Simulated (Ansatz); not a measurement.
## How strongly the parts of twisted graphene double bilayer, 21.79° (56 atoms) bind

How much energy holds the two parts of twisted graphene double bilayer, 21.79° (56 atoms) together, and how does it fall off with distance?

Method: Kohn-Sham DFT, RPBE+D3(BJ), PAW (set soft_2), plane waves, in Ansatz 0.2.0.

## 1. Set-up

The cell holds 56 atoms: 56 C. Its edges and angles: a = 6.508 Å, b = 6.509 Å, c = 24.080 Å, α = 90.0°, β = 90.0°, γ = 120.0°. It derives from C (graphene). Graphene (a = 2.46 Å) under graphene (a = 2.46 Å), double bilayer, commensurate cell of 7 unit cells a layer, twist 21.79 deg; facing planes 3.44, 3.32, 3.32 Å apart as built; 14 Å of vacuum; minimised with a classical potential. Regions: layer 1, 14 atoms (14 C); layer 2, 14 atoms (14 C); layer 3, 14 atoms (14 C); layer 4, 14 atoms (14 C). Vacuum lies along c.

What the set-up can't give: The cell is under 6 Å thick along two periodic directions, so every atom has periodic images of itself close by, which move with it and show among its neighbours and in g(r).

## 2. Single point at the start

The forces at the start show how far the geometry lies from a minimum of this functional.

Contents of input.yaml:

```yaml
crystal:
  lattice:
    - [6.5085, 0.0, 0.0]
    - [-3.25425, 5.63653, 0.0]
    - [0.0, 0.0, 24.08]
  atoms:
    - { symbol: C, position: [0.19048, 0.2381, 0.29125] }
    - { symbol: C, position: [0.2381, 0.04762, 0.29122] }
    - { symbol: C, position: [0.33333, 0.66667, 0.29125] }
    - { symbol: C, position: [0.38095, 0.47619, 0.29122] }
    - { symbol: C, position: [0.47619, 0.09524, 0.29125] }
    - { symbol: C, position: [0.52381, 0.90476, 0.29122] }
    - { symbol: C, position: [0.61905, 0.52381, 0.29125] }
    - { symbol: C, position: [0.66667, 0.33333, 0.29122] }
    - { symbol: C, position: [0.7619, 0.95238, 0.29125] }
    - { symbol: C, position: [0.80952, 0.7619, 0.29122] }
    - { symbol: C, position: [0.90476, 0.38095, 0.29125] }
    - { symbol: C, position: [0.95238, 0.19048, 0.29122] }
    - { symbol: C, position: [0.04762, 0.80952, 0.29125] }
    - { symbol: C, position: [0.09524, 0.61905, 0.29122] }
    - { symbol: C, position: [0.38095, 0.47619, 0.43138] }
    - { symbol: C, position: [0.42857, 0.28571, 0.43131] }
    - { symbol: C, position: [0.52382, 0.90477, 0.43138] }
    - { symbol: C, position: [0.57143, 0.71429, 0.43133] }
    - { symbol: C, position: [0.66667, 0.33334, 0.43133] }
    - { symbol: C, position: [0.7143, 0.14287, 0.43131] }
    - { symbol: C, position: [0.80952, 0.76191, 0.43136] }
    - { symbol: C, position: [0.85714, 0.57143, 0.43131] }
    - { symbol: C, position: [0.95239, 0.19048, 0.43136] }
    - { symbol: C, position: [0.0, 0.0, 0.43136] }
    - { symbol: C, position: [0.09524, 0.61906, 0.43138] }
    - { symbol: C, position: [0.14286, 0.42858, 0.43133] }
    - { symbol: C, position: [0.2381, 0.04762, 0.43136] }
    - { symbol: C, position: [0.28572, 0.85714, 0.43133] }
    - { symbol: C, position: [0.38095, 0.90476, 0.57117] }
    - { symbol: C, position: [0.33333, 0.66667, 0.5711] }
    - { symbol: C, position: [0.2381, 0.19048, 0.57115] }
    - { symbol: C, position: [0.19047, 0.95238, 0.57113] }
    - { symbol: C, position: [0.52381, 0.61905, 0.57117] }
    - { symbol: C, position: [0.4762, 0.38096, 0.57114] }
    - { symbol: C, position: [0.80952, 0.04761, 0.57115] }
    - { symbol: C, position: [0.76191, 0.80953, 0.57113] }
    - { symbol: C, position: [0.66667, 0.33333, 0.5712] }
    - { symbol: C, position: [0.61904, 0.09524, 0.57114] }
    - { symbol: C, position: [0.95239, 0.7619, 0.57115] }
    - { symbol: C, position: [0.90476, 0.5238, 0.57114] }
    - { symbol: C, position: [0.09524, 0.47619, 0.57117] }
    - { symbol: C, position: [0.04762, 0.23809, 0.57113] }
    - { symbol: C, position: [0.61905, 0.09524, 0.71128] }
    - { symbol: C, position: [0.57143, 0.85715, 0.71124] }
    - { symbol: C, position: [0.4762, 0.38096, 0.71128] }
    - { symbol: C, position: [0.42858, 0.14286, 0.71124] }
    - { symbol: C, position: [0.76191, 0.80953, 0.71127] }
    - { symbol: C, position: [0.71429, 0.57143, 0.71124] }
    - { symbol: C, position: [0.04762, 0.2381, 0.71127] }
    - { symbol: C, position: [0.0, 0.0, 0.71124] }
    - { symbol: C, position: [0.90477, 0.52381, 0.71128] }
    - { symbol: C, position: [0.85715, 0.28572, 0.71124] }
    - { symbol: C, position: [0.19048, 0.95238, 0.71127] }
    - { symbol: C, position: [0.14286, 0.71429, 0.71124] }
    - { symbol: C, position: [0.33334, 0.66667, 0.71127] }
    - { symbol: C, position: [0.28572, 0.42858, 0.71124] }
kpoints:
  mp_grid: { grid: [3, 3, 1] }
hamiltonian:
  xc: rpbe
  dispersion: d3bj
scf:
  occupations: { method: gaussian, width: 0.025 }
output:
  forces: true
```

Command:

```
> ansatz run input.yaml --threads 4 --pin off --max-ram 8192MiB --backend cpu --events-out ev --progress --plain --runs-dir out
```

The log of the run:

```text
Warning: the atoms were moved onto the symmetric positions of the space group found under crystal.symmetry.tolerance 1.0e-5 (fractional; no operation is sought that the atoms, as they stand in a round, miss by more than twice it, and no atom is moved by as much as it), and the run uses the moved positions. [...]
Engine: ansatz 0.2.0, aarch64-unknown-linux-gnu
Pseudopotentials: kind: paw
Pseudopotential: C, paw, valence charge 4, recommended cutoff 420 eV (normal), C.paw.azcp
Functional definition: RPBE
  parameter kappa = 0.804
  parameter beta = 0.066725
  exchange = rpbe_x(kappa = kappa, mu = beta*pi^2/3)
  correlation = pbe_c(beta = beta)
Crystal: 56 atoms, lattice volume = 883.383 Å³
Basis set: ecut = 420 eV, 17229 PW (Γ), exchange–correlation on 90×90×324 points (8 copies of the dense FFT grid, shifted against one another)
Bands: 168, of which v1, the nominal top of the filled ones, is band 112 counted from 1 (111 counted from 0)
Symmetry: 3 space group operations
Space group: P3 (ITA 143), of the structure as read, at distance tolerance 9.6e-5 Å
k-points: 3 of 9 (time reversal used)
Non-local potential: C, projectors of the file, l = 0: 2, l = 1: 2, l = 2: 1
PAW form: soft (Blöchl's): semilocal exchange-correlation on the pseudo side does not see the compensation charge
PAW frozen core: C, regenerated for the run's functional, and the local potential with it (the file was generated under x = pbe(κ = 0.804, μ = 0.219515), c = pbe(β = 0.066725))
PAW one-centre angular grid: C, 110 points (default); XC on 64 Gauss nodes
Initial density: superposition of atomic densities (neutral atoms: chi_scale 0, normalization atom), corrected by the library's trained network
Initial wavefunctions: pseudopotential atomic-orbital guess
Functional: x = rpbe, c = pbe(β = 0.066725)
SCF iter   1: F=—  HF=-14148.458916 eV  |F-HF|=—  |Δ(HF+E_count)|=         —  Δρ=3.87e-3  dr2=4.24e-1  ethr=1.77e-3  ⟨swp⟩=11.7  Hψ=3377  notcnv=0  defer=77
preconditioner: auto → LDOS  [insulator: Δε(μ)=0.037 eV  Ē_g=15.178 eV  σ=0.025 eV  W_gap=0.71  n_scr=148 (ndim 8)  ℏωp=18.7 eV  f_vac=0.438  D(μ)=22.97/eV (n_scr^D=148)  ε∞_Penn≈2.5  β→1.0]
SCF iter   2: F=—  HF=-14148.446305 eV  |F-HF|=—  |Δ(HF+E_count)|=   1.26e-2  Δρ=1.07e-3  dr2=6.40e-2  ethr=1.89e-4  ⟨swp⟩=2.7  Hψ=605  notcnv=0  defer=138
SCF iter   3: F=—  HF=-14148.450756 eV  |F-HF|=—  |Δ(HF+E_count)|=   4.45e-3  Δρ=6.59e-4  dr2=1.85e-2  ethr=2.86e-5  ⟨swp⟩=2.3  Hψ=410  notcnv=0  defer=146
SCF iter   4: F=—  HF=-14148.451015 eV  |F-HF|=—  |Δ(HF+E_count)|=   2.59e-4  Δρ=3.82e-4  dr2=1.18e-3  ethr=8.27e-6  ⟨swp⟩=3.3  Hψ=664  notcnv=0  defer=146
SCF iter   5: F=—  HF=-14148.451006 eV  |F-HF|=—  |Δ(HF+E_count)|=   8.72e-6  Δρ=1.01e-4  dr2=9.84e-5  ethr=5.26e-7  ⟨swp⟩=3.0  Hψ=756  notcnv=0  defer=146
SCF iter   6: F=—  HF=-14148.451402 eV  |F-HF|=—  |Δ(HF+E_count)|=   3.96e-4  Δρ=3.65e-5  dr2=1.60e-5  ethr=4.39e-8  ⟨swp⟩=2.7  Hψ=687  notcnv=0  defer=146
SCF iter   7: F=—  HF=-14148.451420 eV  |F-HF|=—  |Δ(HF+E_count)|=   1.79e-5  Δρ=2.31e-5  dr2=6.71e-6  ethr=7.13e-9  ⟨swp⟩=2.0  Hψ=607  notcnv=0  defer=146
SCF iter   8: F=—  HF=-14148.451421 eV  |F-HF|=—  |Δ(HF+E_count)|=   1.30e-6  Δρ=1.50e-5  dr2=3.43e-6  ethr=2.99e-9  ⟨swp⟩=2.0  Hψ=521  notcnv=0  defer=146
SCF iter   9: F=—  HF=-14148.451422 eV  |F-HF|=—  |Δ(HF+E_count)|=   7.54e-7  Δρ=8.23e-6  dr2=9.28e-7  ethr=1.53e-9  ⟨swp⟩=2.0  Hψ=446  notcnv=0  defer=146
SCF iter  10: F=—  HF=-14148.451423 eV  |F-HF|=—  |Δ(HF+E_count)|=   7.52e-7  Δρ=5.17e-6  dr2=3.99e-7  ethr=4.14e-10  ⟨swp⟩=2.0  Hψ=641  notcnv=0  defer=146
SCF iter  11: F=-14148.451423 eV  HF=-14148.451423 eV  |F-HF|=8.35e-8  |Δ(HF+E_count)|=   6.99e-8  Δρ=1.27e-6  dr2=2.58e-8  ethr=4.46e-11  ⟨swp⟩=3.0  Hψ=1490  notcnv=0
SCF 1 converged in 11 iterations: F = -14148.451423 eV  dr2 = 2.58e-8
  greatest PAW one-centre occupation: 0.678 electrons in one spin orbital (limit 2), on the C atom at site 26 (counted from 0), in its partial waves of l = 0
SCF converged after 11 iterations
Free energy (F): -14148.451423 eV
Harris-Foulkes:  -14148.451423 eV  (|F-HF|=8.35e-8)
Internal energy: -14148.438900 eV  (E = F + TS)
E sigma→0 (E₀):  -14148.445162 eV
Entropy (-TS):   -0.012523 eV (-0.224 meV/atom)
Fermi energy:    2.156078 eV
--- Per-component energies (eV) ---
  E_band       = -1572.356598
  E_kinetic    = 5102.172798
  E_local      = -111328.735236  (includes V_loc(G=0)·N_el)
  E_nonlocal   = 1497.615923
  E_hartree    = 53426.564619
  E_xc         = -2701.202280
  E_vxc        = -3338.693524  (∫ρ·V_xc dr)
  E_paw        = -5626.563290  (= ΣΔE_a)
  E_vpaw       = -357.849852  (= ΣTr[D̂ρ^β])
  E_aug_tail   = 0.000400  (compensation charges beyond the density's cutoff)
  E_ewald      = 45506.849621
  E_disp       = -24.311848  (pairwise vdW)
  E_core_change = -0.829607  (= ΣΔE_core)
  E_smearing   = -0.012523  (= −TS)
  E_closure    = -0.000000  (closes the sum)
  Σ components = -14148.451423   (vs F -14148.451423, Δ=0.00e0)
--- Forces (eV/Å), atoms counted from 1 ---
  atom   1  C     -0.00102079    -0.00090248    -0.01023936
  atom   2  C     -0.00135682    -0.00078530     0.06037394
  atom   3  C     -0.00000000     0.00000000    -0.00983220
  atom   4  C      0.00165732     0.00018114     0.05953831
  atom   5  C      0.00127074    -0.00095858    -0.01044659
  atom   6  C     -0.00098553     0.00134471     0.05953831
  atom   7  C     -0.00146553    -0.00062121    -0.01044659
  atom   8  C      0.00000000    -0.00000000     0.06082227
  atom   9  C      0.00129197    -0.00043279    -0.01023936
  atom  10  C     -0.00000168     0.00156769     0.06037394
  atom  11  C      0.00019478     0.00157979    -0.01044659
  atom  12  C      0.00135850    -0.00078239     0.06037394
  atom  13  C     -0.00027118     0.00133527    -0.01023936
  atom  14  C     -0.00067178    -0.00152585     0.05953831
[...]
atom  55  C      0.00000000    -0.00000000    -0.05919104
  atom  56  C     -0.00035926     0.00033841     0.01113487
  max |Σ_I F_I| component: 1.86e-5 eV/Å
```

The job ended after 17 s (4 threads of Arm Neoverse V2, shared host; peak memory 2 GiB).

The program notes that positions were snapped to a detected symmetry.

The r.m.s. force at the start is 0.026 eV/Å.

## 3. Relaxation

With the cell held, the atoms are moved downhill towards a nearby minimum.

Contents of input.yaml:

```yaml
crystal:
  lattice:
    - [6.5085, 0.0, 0.0]
    - [-3.25425, 5.63653, 0.0]
    - [0.0, 0.0, 24.08]
  atoms:
    [... the 56 atom lines of step 2 ...]
kpoints:
  mp_grid: { grid: [3, 3, 1] }
hamiltonian:
  xc: rpbe
  dispersion: d3bj
scf:
  occupations: { method: gaussian, width: 0.025 }
output:
  forces: true
relax:
  f_tol: 0.05
  max_steps: 120
```

The log of the run:

```text
[...]
Crystal: 56 atoms, lattice volume = 883.383 Å³
Basis set: ecut = 420 eV, 17229 PW (Γ), exchange–correlation on 90×90×324 points (8 copies of the dense FFT grid, shifted against one another)
Bands: 168, of which v1, the nominal top of the filled ones, is band 112 counted from 1 (111 counted from 0)
Symmetry: 3 space group operations
[...]
k-points: 3 of 9 (time reversal used)
[...]
SCF iter   1: F=—  HF=-14148.458916 eV  |F-HF|=—  |Δ(HF+E_count)|=         —  Δρ=3.87e-3  dr2=4.24e-1  ethr=1.77e-3  ⟨swp⟩=11.7  Hψ=3377  notcnv=0  defer=77
[...]
SCF iter   7: F=-14148.451419 eV  HF=-14148.451420 eV  |F-HF|=7.85e-7  |Δ(HF+E_count)|=   1.79e-5  Δρ=2.27e-5  dr2=6.64e-6  ethr=7.04e-9  ⟨swp⟩=2.0  Hψ=1214  notcnv=0
SCF 1 converged in 7 iterations: F = -14148.451419 eV  dr2 = 6.64e-6
[...]
relax step   1: F+E_penalty+E_count = -14148.45141933 eV  Δ(F+E_penalty+E_count) = +0.000e0 eV  max|allowed force component| = 6.984e-2 eV/Å  Δτ_max = 0.0000 Å  (7 SCF iters, dr2 threshold 6.25e-5 eV, accepted)
[...]
relax step   2: F+E_penalty+E_count = -14148.34035019 eV  Δ(F+E_penalty+E_count) = +1.111e-1 eV  max|allowed force component| = 1.007e-1 eV/Å  Δτ_max = 0.1938 Å  (12 SCF iters, rejected (line search))
[...]
relax step   3: F+E_penalty+E_count = -14148.51509414 eV  Δ(F+E_penalty+E_count) = -6.367e-2 eV  max|allowed force component| = 3.582e-2 eV/Å  Δτ_max = 0.0941 Å  (16 SCF iters, accepted)
[...]
relax step   4: F+E_penalty+E_count = -14148.53229833 eV  Δ(F+E_penalty+E_count) = -1.720e-2 eV  max|allowed force component| = 1.228e-2 eV/Å  Δτ_max = 0.0973 Å  (10 SCF iters, accepted)
SCF converged after 10 iterations
Free energy (F): -14148.532298 eV
[...]
Internal energy: -14148.519780 eV  (E = F + TS)
E sigma→0 (E₀):  -14148.526039 eV
Entropy (-TS):   -0.012519 eV (-0.224 meV/atom)
Fermi energy:    2.137947 eV
[...]
--- Forces (eV/Å), atoms counted from 1 ---
  atom   1  C     -0.00067696    -0.00040219    -0.00436284
  atom   2  C     -0.00063728    -0.00069122     0.00170905
  atom   3  C      0.00000000     0.00000000    -0.00415637
  atom   4  C      0.00118002     0.00012033     0.00152840
  atom   5  C      0.00089422    -0.00070616    -0.00450389
  atom   6  C     -0.00069422     0.00096176     0.00152840
  atom   7  C     -0.00105866    -0.00042134    -0.00450389
  atom   8  C      0.00000000    -0.00000000     0.00175138
  atom   9  C      0.00068679    -0.00038516    -0.00436284
  atom  10  C     -0.00027997     0.00089751     0.00170905
  atom  11  C      0.00016444     0.00112750    -0.00450389
  atom  12  C      0.00091725    -0.00020629     0.00170905
  atom  13  C     -0.00000983     0.00078736    -0.00436284
  atom  14  C     -0.00048580    -0.00108209     0.00152840
[...]
atom  55  C     -0.00000000    -0.00000000    -0.00140031
  atom  56  C     -0.00011395     0.00040313     0.00418377
  max |Σ_I F_I| component: 4.60e-5 eV/Å
--- Relaxed structure (4 steps of the walk, 3 accepted, 0 SCFs on fresh bases) ---
  F+E_penalty+E_count = -14148.53229833 eV   max|allowed force component| = 1.228e-2 eV/Å
  atoms:
    - { symbol: C, position: [0.190479, 0.238099, 0.299023] }
    - { symbol: C, position: [0.238098, 0.047619, 0.299103] }
    - { symbol: C, position: [0.333333, 0.666667, 0.299020] }
    - { symbol: C, position: [0.380951, 0.476190, 0.299098] }
[...]
- { symbol: C, position: [0.285715, 0.428573, 0.703471] }
```

Elapsed: 46 s, on 4 threads; peak memory 2 GiB; 3 min of CPU time.

The relaxation converged after 4 steps, 0.0809 eV below its start, with a largest force component of 0.012 eV/Å.

[end of part 1 of 3]

[Long decimals in the printed logs are rounded to 6 places.]

[Logs are printed without paths, hosts, clocks, repeated set-up lines and the standing remarks that a program may print on its own settings, such as how far it seeks lower states.]

[Hosts, paths, dates, database ids (printed as entryN), source tags and the programs' standing remarks are cut or masked in the printed files.]
